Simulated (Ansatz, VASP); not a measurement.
# PtSe in VASP and in Ansatz

```xyz
2
Lattice="0.0000 3.0374 3.0374 3.0374 0.0000 3.0374 3.0374 3.0374 0.0000" Properties=species:S:1:pos:R:3 pbc="T T T"
Pt    0.0000    0.0000    0.0000
Se    1.5187    1.5187    1.5187
```

Alike in both runs: task single point; functional PBE; k mesh 5 × 5 × 5; occupations gaussian, width 0.05 eV; collinear spin; Hubbard terms Pt d U = 7.0 eV, J = 0.9 eV.

```csv
,VASP,Ansatz
version,VASP 6.6.1,Ansatz 0.2.0
potentials or method,"VASP PAW PBE potentials, release 64 (Pt, Se)","scalar-relativistic, plane waves, PAW"
plane-wave cutoff (eV),520,420
valence electrons in the cell,16,34
```

Ansatz gave:

- gap on the k mesh at the Fermi level (eV): none
- pressure (GPa): -5.0
- largest component of the traceless stress (GPa): 1.30
- rms of the force components (eV/Å): 0.160
- net moment per atom (μB): 0.49
- size of the moment on the site where the two differ most (μB): 0.74

Task: What did VASP give for the same quantities?

Result: gap on the k mesh at the Fermi level (eV): none; pressure (GPa): -12.1; largest component of the traceless stress (GPa): 0.00; rms of the force components (eV/Å): 0.000; net moment per atom (μB): 0.44; size of the moment on the site where the two differ most (μB): 0.57.

Site moments also hang on the region over which each program counts them. The programs project onto different local orbitals, so the same U acts differently. A gap of «none» marks a metal or a gap that the smearing closes. The two sets of potentials don't hold the same shells in valence. Ansatz warned: «filled_band_counts_differ_across_k_points».

Spin-orbit coupling is left out, which matters for the levels of Pt. The state reached can hang on the start; a lower one may exist.
